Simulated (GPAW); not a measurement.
# PbS (Galena) (Fm-3m) in GPAW: notebook, part 2 of 2

GPAW 26.7.0. Earlier steps stand in the parts before.

### Step 3. Single point, PBE

Contents of run.py:

```python
from ase.dft.bandgap import bandgap
from ase.io import read, write
from ase.units import GPa
from gpaw import GPAW, PW

atoms = read('POSCAR')

calc = GPAW(mode=PW(600),
            xc='PBE',
            kpts={'size': (8, 8, 8), 'gamma': True},
            occupations={'name': 'methfessel-paxton', 'order': 0, 'width': 0.028000000000000004},
            nbands=19,
            convergence={'density': 1e-05, 'energy': 1e-05},
            maxiter=150,
            txt='gpaw.txt')
atoms.calc = calc
energy = atoms.get_potential_energy()
forces = atoms.get_forces()
stress = atoms.get_stress()
calc.write('gs.gpw')
write('result.traj', atoms)
print(f'Energy: {energy:.6f} eV')
print('Forces (eV/A):')
print(forces.round(4))
print('Stress (GPa):', (stress / GPa).round(3))
print('Fermi level:', round(calc.get_fermi_level(), 4), 'eV')
print(f'Gap: {bandgap(calc)[0]:.4f} eV, direct: {bandgap(calc, direct=True)[0]:.4f} eV')
```

Contents of POSCAR:

```
PbS
1.0
    0.0000000000      2.9657500000      2.9657500000
    2.9657500000      0.0000000000      2.9657500000
    2.9657500000      2.9657500000      0.0000000000
Pb S
1 1
Direct
    0.0000000000      0.0000000000      0.0000000000
    0.5000000000      0.5000000000      0.5000000000
```

Potentials or basis: GPAW PAW data sets (gpaw-data 1.2.1), pw.

On the command line:

```sh
$ OMP_NUM_THREADS=1 python run.py
```

gpaw.txt:

```text
__  _  _
 | _ |_)|_||  |
 |__||  | ||/\| - 26.7.0

Input parameters:
  mode=PW(ecut=600.0),
  convergence={'density': 1e-05, 'energy': 1e-05},
  kpts=MonkhorstPack(size=(8, 8, 8), gamma=True),
  maxiter=150,
  nbands=19,
  occupations=Occupations(name='methfessel-paxton', order=0, width=0.028000000000000004),
  xc=XC(name='PBE')

Diagonalizing LCAO Hamiltonian
Converting LCAO to pw mode

                S

       Pb

Atoms  # Å, Bohr magnetons
|   | symbol |        x |        y |        z |    initial magnetic moments |
|---|--------|----------|----------|----------|-----------------------------|
| 0 |     Pb | 0.000000 | 0.000000 | 0.000000 | ( 0.0000,  0.0000,  0.0000) |
| 1 |      S | 2.965750 | 2.965750 | 2.965750 | ( 0.0000,  0.0000,  0.0000) |

Unit cell  # Å
| periodic |        x |        y |        z |  lengths |    angles |
|----------|----------|----------|----------|----------|-----------|
|      yes | 0.000000 | 2.965750 | 2.965750 | 4.194204 | 60.000000 |
|      yes | 2.965750 | 0.000000 | 2.965750 | 4.194204 | 60.000000 |
|      yes | 2.965750 | 2.965750 | 0.000000 | 4.194204 | 60.000000 |

Number of symmetries: 48
Symmetry operations  # r_c * U_cc + t_c -> r_c
|    | kind |            matrix            |
|----|------|------------------------------|
|  0 |  σ   |  1, 0, 0,  1, 0,-1,  1,-1, 0 |
|  1 |  C2  |  1, 0, 0,  1,-1, 0,  1, 0,-1 |
|  2 |  E   |  1, 0, 0,  0, 1, 0,  0, 0, 1 |
|  3 |  σ   |  1, 0, 0,  0, 0, 1,  0, 1, 0 |
|  4 |  C4  |  1, 0,-1,  1, 0, 0,  1,-1, 0 |
|  5 |  S6  |  1, 0,-1,  1,-1, 0,  1, 0, 0 |
|  6 |  σ   |  1, 0,-1,  0, 1,-1,  0, 0,-1 |
|  7 |  C3  |  1, 0,-1,  0, 0,-1,  0, 1,-1 |
|  8 |  S6  |  1,-1, 0,  1, 0, 0,  1, 0,-1 |
|  9 |  C4  |  1,-1, 0,  1, 0,-1,  1, 0, 0 |
| 10 |  C3  |  1,-1, 0,  0,-1, 1,  0,-1, 0 |
| 11 |  σ   |  1,-1, 0,  0,-1, 0,  0,-1, 1 |
| 12 |  σ   |  0, 1, 0,  1, 0, 0,  0, 0, 1 |
| 13 |  C4  |  0, 1, 0,  0, 1,-1, -1, 1, 0 |
| 14 |  C3  |  0, 1, 0,  0, 0, 1,  1, 0, 0 |
| 15 |  S6  |  0, 1, 0, -1, 1, 0,  0, 1,-1 |
| 16 |  C2  |  0, 1,-1,  1, 0,-1,  0, 0,-1 |
| 17 |  σ   |  0, 1,-1,  0, 1, 0, -1, 1, 0 |
| 18 |  S4  |  0, 1,-1,  0, 0,-1,  1, 0,-1 |
| 19 |  C4  |  0, 1,-1, -1, 1, 0,  0, 1, 0 |
| 20 |  C3  |  0, 0, 1,  1, 0, 0,  0, 1, 0 |
| 21 |  σ   |  0, 0, 1,  0, 1, 0,  1, 0, 0 |
| 22 |  S6  |  0, 0, 1,  0,-1, 1, -1, 0, 1 |
| 23 |  C4  |  0, 0, 1, -1, 0, 1,  0,-1, 1 |
| 24 |  S4  |  0, 0,-1,  1, 0,-1,  0, 1,-1 |
| 25 |  C3  |  0, 0,-1,  0, 1,-1,  1, 0,-1 |
| 26 |  C2  |  0, 0,-1,  0,-1, 0, -1, 0, 0 |
| 27 |  S6  |  0, 0,-1, -1, 0, 0,  0,-1, 0 |
| 28 |  S4  |  0,-1, 1,  1,-1, 0,  0,-1, 0 |
| 29 |  C4  |  0,-1, 1,  0, 0, 1, -1, 0, 1 |
| 30 |  C2  |  0,-1, 1,  0,-1, 0,  1,-1, 0 |
| 31 |  σ   |  0,-1, 1, -1, 0, 1,  0, 0, 1 |
| 32 |  C3  |  0,-1, 0,  1,-1, 0,  0,-1, 1 |
| 33 |  S6  |  0,-1, 0,  0, 0,-1, -1, 0, 0 |
| 34 |  S4  |  0,-1, 0,  0,-1, 1,  1,-1, 0 |
| 35 |  C2  |  0,-1, 0, -1, 0, 0,  0, 0,-1 |
| 36 |  C2  | -1, 1, 0,  0, 1, 0,  0, 1,-1 |
| 37 |  S6  | -1, 1, 0,  0, 1,-1,  0, 1, 0 |
| 38 |  S4  | -1, 1, 0, -1, 0, 1, -1, 0, 0 |
| 39 |  C3  | -1, 1, 0, -1, 0, 0, -1, 0, 1 |
| 40 |  S6  | -1, 0, 1,  0, 0, 1,  0,-1, 1 |
| 41 |  C2  | -1, 0, 1,  0,-1, 1,  0, 0, 1 |
| 42 |  C3  | -1, 0, 1, -1, 1, 0, -1, 0, 0 |
| 43 |  S4  | -1, 0, 1, -1, 0, 0, -1, 1, 0 |
| 44 |  C2  | -1, 0, 0,  0, 0,-1,  0,-1, 0 |
| 45 |  i   | -1, 0, 0,  0,-1, 0,  0, 0,-1 |
| 46 |  σ   | -1, 0, 0, -1, 1, 0, -1, 0, 1 |
| 47 |  C2  | -1, 0, 0, -1, 0, 1, -1, 1, 0 |

BZ-sampling:
  Number of BZ points: 512
  Number of IBZ points: 29

  Monkhorst-Pack size: [8, 8, 8]
  Monkhorst-Pack shift: [0.0625, 0.0625, 0.0625]

K-points  # in reciprocal-cell coordinates
|     |                                coordinates |     weight |
|-----|--------------------------------------------|------------|
|   0 | (  0.00000000,   0.00000000,   0.00000000) | 0.00195312 |
|   1 | (  0.12500000,   0.12500000,   0.00000000) | 0.01171875 |
|   2 | (  0.12500000,   0.12500000,   0.12500000) | 0.01562500 |
|   3 | (  0.25000000,   0.12500000,   0.12500000) | 0.02343750 |
|   4 | (  0.25000000,   0.25000000,   0.00000000) | 0.01171875 |
|   5 | (  0.25000000,   0.25000000,   0.12500000) | 0.04687500 |
|   6 | (  0.25000000,   0.25000000,   0.25000000) | 0.01562500 |
|   7 | (  0.37500000,   0.25000000,  -0.37500000) | 0.04687500 |
|   8 | (  0.37500000,   0.25000000,   0.12500000) | 0.04687500 |
|   9 | (  0.37500000,   0.25000000,   0.25000000) | 0.04687500 |
| ... |                                            |            |
|  28 | (  0.50000000,   0.50000000,   0.50000000) | 0.00781250 |

Plane wave coefficients: 1807
Cutoff: 600.0 eV

Spin-components: 1 (collinear spins)
Bands:           19
Projectors:      11
Spin-degeneracy: 2
Datatype:        complex128

Parallelization:
  kpt:    1
  domain: 1
  band:   1

Density:
  Valence electrons: 20.0
  Components: 1
  Grid points: [24 24 24]
  Charge: 0.0  # |e|

Potential:
  Grid points: [24 24 24]

species:
  Pb:
    name:    Lead
    Z:       82.0
    valence: 14
    core:    68
    charge:  0.0  # [|e|]
    compensation charges:
      type: gauss
      rc: 0.38  # [Å]
      lmax: 2
    cutoffs:
      filter: 2.36  # [Å]
      core: 2.43  # [Å]
    projectors
    | kind |    occ | energy [eV] | rcut [Å] |
    |------|--------|-------------|----------|
    |   6s |  2.000 |     -11.969 |    1.259 |
    |   6p |  2.000 |      -3.506 |    1.275 |
    |   5d | 10.000 |     -21.211 |    1.217 |
    |    s |        |      15.243 |    1.259 |
    |    p |        |      23.705 |    1.275 |
    |    d |        |       6.001 |    1.217 |

    Using partial waves for Pb as LCAO basis

  S:
    name:    Sulfur
    Z:       16.0
    valence: 6
    core:    10
    charge:  0.0  # [|e|]
    compensation charges:
      type: gauss
      rc: 0.24  # [Å]
      lmax: 2
    cutoffs:
      filter: 1.77  # [Å]
      core: 1.66  # [Å]
    projectors
    | kind |    occ | energy [eV] | rcut [Å] |
    |------|--------|-------------|----------|
    |   3s |  2.000 |     -17.254 |    0.974 |
    |   3p |  4.000 |      -7.008 |    0.979 |
    |    s |        |       9.957 |    0.974 |
    |    p |        |      20.203 |    0.979 |
    |    d |        |       0.000 |    0.900 |

    Using partial waves for S as LCAO basis

Reference energy: -578132.083262  # eV

eigensolver:
  PPCG
  Converge bands: occupied
  niter=2

density mixing:
  MSR1-Mixer
  Pratt-step length: 0.05
  Maximum mixing coefficient: 0.75
  Old densities: 10
  SVD Regularization: 0.005
  Good broyden scale: 1.0
  Trust region scale: 1.0
  Backstep threshold: 4.0
  History deletion threshold: 6.0
  Fourier metric: weight=20.0, sigma=0.015

occupation numbers:
  Methfessel-Paxton:
    width: 0.0280  # eV
    order: 0

poisson solver:
  ecut: 4800.0  # eV

xc functional:
  name: PBE with 2 nearest neighbor stencil

convergence criteria:
- Maximum integral of absolute [dens]ity change: 1e-05 electrons / valence electron
- Maximum [total energy] change in last 3 cyles: 1e-05 eV / valence electron
- Maximum integral of absolute [eigenst]ate change: 4e-08 eV^2 / valence electron
maximum number of iterations: 150

SCF iterations
|iter     | |      energy | eigst |  dens |
|---------|-|-------------|-------|-------|
|iter:   1| |   -9.404911 | -0.15 |       |
|iter:   2| |   -9.296452 | -1.96 | -1.16 |
|iter:   3| |   -8.969097 | -1.65 | -1.21 |
|iter:   4| |   -8.971227 | -3.75 | -1.81 |
|iter:   5| |   -8.972315 | -4.21 | -2.16 |
|iter:   6| |   -8.972352 | -5.53 | -3.15 |
|iter:   7| |   -8.972357c| -6.56 | -3.63 |
|iter:   8| |   -8.972358c| -7.59c| -4.45 |
|iter:   9| |   -8.972358c| -7.62c| -5.18c|

Converged in 9 steps
Energy contributions relative to reference atoms: (reference = -578132.083262)

Energy contributions:
  Kinetic:          18.620280
  Coulomb:         -18.989505
  Zero:              0.045935
  External:          0.000000
  Xc:               -8.649068
  Entropy:          -0.000000
  Spinorbit:         0.000000
  ----------------------------
  Free energy:      -8.972358
  Extrapolated:     -8.972358

dipole moment: (-25.075060, -25.075060, -25.075060)  # |e|*Ang

Fermi level: 6.386
Eigenvalues  # (at kpt = [0.000, 0.000, 0.000])
| band index |      eig [eV] | occ [0-2] |
|------------|---------------|-----------|
|          0 |       -10.580 |     2.000 |
|        ... |               |           |
|          2 |       -10.580 |     2.000 |
|          3 |       -10.571 |     2.000 |
|          4 |       -10.571 |     2.000 |
|          5 |        -7.358 |     2.000 |
|          6 |         0.258 |     2.000 |
|          7 |         4.051 |     2.000 |
[... 9 lines left out ...]
|         17 |        15.284 |     0.000 |
|         18 |        15.294 |     0.000 |

Gap: 0.308 eV
Transition (v -> c):
  (s=0, k=28, n=9, [0.50, 0.50, 0.50]) -> (s=0, k=28, n=10, [0.50, 0.50, 0.50])
No difference between direct/indirect transitions

Forces  # eV/Ang
|       x |        y |        z |
|---------|----------|----------|
| 0.00000 | -0.00000 | -0.00000 |  # Pb   0
| 0.00000 | -0.00000 | -0.00000 |  # S    1

Stress tensor  # eV/Ang^3
|         x |         y |         z |
|-----------|-----------|-----------|
| -0.012453 |  0.000000 |  0.000000 |
|  0.000000 | -0.012453 |  0.000000 |
|  0.000000 |  0.000000 | -0.012453 |

# Writing to gs.gpw (mode='')
```

Run time: 28 s. Hardware: 1 thread of Arm Neoverse N1, shared host; peak memory 0.16 GiB.

Results:

- Free energy: -8.9724 eV
- Pressure: 2.0 GPa
- Band gap on the k mesh: 0.31 eV, direct

Caveat: spin-orbit coupling is left out, which as a rule narrows the gap of such compounds by several tenths of an eV. A k mesh can miss the band edges.

### Step 4. Relaxation of cell and atoms, PBE+D3(BJ)

Contents of run.py:

```python
from ase.calculators.mixing import SumCalculator
from ase.filters import FrechetCellFilter
from ase.io import read, write
from ase.optimize import FIRE
from dftd3.ase import DFTD3
from gpaw import GPAW, PW

atoms = read('PbS.xyz')

calc = GPAW(mode=PW(600),
            xc='PBE',
            kpts={'size': (8, 8, 8), 'gamma': True},
            occupations={'name': 'fermi-dirac', 'width': 0.05},
            nbands=19,
            convergence={'density': 1e-05, 'forces': 0.0001},
            maxiter=150,
            txt='gpaw.txt')
atoms.calc = SumCalculator([calc, DFTD3(method='pbe', damping='d3bj')])
opt = FIRE(FrechetCellFilter(atoms), trajectory='relax.traj', logfile='-')
done = opt.run(fmax=0.01, steps=40)
calc.write('gs.gpw')
write('result.traj', atoms)
print('Converged:', done)
print('Cell:', atoms.cell.cellpar().round(4))
print('Volume:', round(atoms.get_volume(), 4))
print(atoms.get_scaled_positions().round(5))
```

Contents of PbS.xyz:

```xyz
2
Lattice="0.0000000000 2.9657500000 2.9657500000 2.9657500000 0.0000000000 2.9657500000 2.9657500000 2.9657500000 0.0000000000" Properties=species:S:1:pos:R:3 pbc="T T T"
Pb     0.0000000000      0.0000000000      0.0000000000
S      2.9657500000      2.9657500000      2.9657500000
```

On the command line:

```sh
$ OMP_NUM_THREADS=1 python run.py
```

Wall time 95 s (1 thread of Arm Neoverse N1, shared host); peak memory 0.25 GiB.

The run converged. Its results:

```
Free energy                            : -9.6663 eV
Relaxed volume                         : 26.03 Å³/atom
Relaxed cell                           : a = 4.191 Å, b = 4.191 Å, c = 4.191 Å, α = 60.00°, β = 60.00°, γ = 60.00°
Space group after relaxing (to 0.05 Å) : Fm-3m (No. 225)
Energy gained by relaxing              : 0.0 meV/atom
Ionic steps                            : 4
Pressure after relaxing                : 0.0 GPa
Band gap on the k mesh                 : 0.30 eV, direct
Dispersion energy per atom             : -0.348 eV
```

Final structure:
```cif
data_structure
_symmetry_space_group_name_H-M 'P 1'
_symmetry_Int_Tables_number 1
_cell_length_a 4.1912
_cell_length_b 4.1912
_cell_length_c 4.1912
_cell_angle_alpha 60.000
_cell_angle_beta 60.000
_cell_angle_gamma 60.000
_cell_volume 52.06
loop_
_atom_site_label
_atom_site_type_symbol
_atom_site_fract_x
_atom_site_fract_y
_atom_site_fract_z
_atom_site_occupancy
Pb1 Pb 0.00000 0.00000 0.00000 1
S1 S 0.50000 0.50000 0.50000 1
```

Levels at points of the mesh, in eV from the valence-band top:
```csv
k point,band 6,band 7,band 8,band 9,band 10,band 11,band 12,band 13,band 14,band 15
"(0.00, 0.00, 0.00)",-13.65,-6.01,-2.23,-2.23,-2.23,5.15,5.15,5.15,6.65,6.65
"(0.50, 0.50, 0.00)",-11.98,-7.16,-5.27,-3.51,-3.51,3.81,5.53,5.63,5.63,11.00
"(0.50, 0.50, 0.50)",-12.42,-8.84,-1.84,-1.84,0.00,0.30,1.89,1.89,8.63,10.01
```

Caveat: later steps reuse the first step's grids; spin-orbit coupling is left out, which as a rule narrows the gap of such compounds by several tenths of an eV. A k mesh can miss the band edges.

### Step 5. Overview

```csv
task,level,cell,smearing,optimizer,fmax,max steps,convergence,gap on the mesh (eV),pressure (GPa)
single point,PBE,as given,gaussian 0.027 eV,-,-,-,-,0.31,2.0
single point,PBE,as given,gaussian 0.028 eV,-,-,-,-,0.31,2.0
relaxation of cell and atoms,PBE+D3(BJ),relaxed,fermi-dirac 0.05 eV,FIRE,0.01 eV/Å,40,density=1e-05 forces=0.0001,0.30,0.0
```

Alike in all rows: potentials or basis GPAW PAW data sets (gpaw-data 1.2.1), pw; no spin polarisation; k mesh 8 × 8 × 8; cutoff (eV) 600.

Caveats: spin-orbit coupling is left out, which as a rule narrows the gap of such compounds by several tenths of an eV; later steps reuse the first step's grids (some runs).

Absolute energies hang on the potentials; compare differences alone.
